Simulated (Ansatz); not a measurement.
Crystal: Br.

```
Br
1.0
     3.36325   -2.32255    0.00000
     3.36325    2.32255    0.00000
     0.00000    0.00000    8.70230
Br
4
Direct
  0.36510 0.63490 0.39010
  0.13490 0.86510 0.89010
  0.63490 0.36510 0.60990
  0.86510 0.13490 0.10990
```

Base run:

* Program: Ansatz 0.2.0
* Functional: HSE06 form with a typed share of exact exchange
* Potentials or basis: Ansatz PAW
* Cutoff: 420 eV (not typed: the program's choice for these potentials)
* k mesh: 4 × 4 × 2
* Occupations: fermi-dirac, width 0.05 eV
* Spin: no spin polarisation

Its results: band gap on the k mesh 3.63 eV, indirect (least direct gap 3.77 eV); pressure 0.5 GPa; largest force 0.068 eV/Å.

Q: After a change of settings the same cell gave: band gap on the k mesh 3.10 eV, indirect (least direct gap 3.22 eV); pressure 0.8 GPa; largest force 0.179 eV/Å. Which change was it?
A. share of exact exchange from 0.35 to 0.15
B. functional from HSE06 form with a typed share of exact exchange to HSE06; share of exact exchange from 0.35 to 0.25
C. share of exact exchange from 0.35 to 0
D. share of exact exchange from 0.35 to 0.1

A: B.

Caveats: the PAW data sets come from PBE, with cores solved anew for the run's functional, which leaves a small shift of forces and pressure; the thresholds are loose for stress.
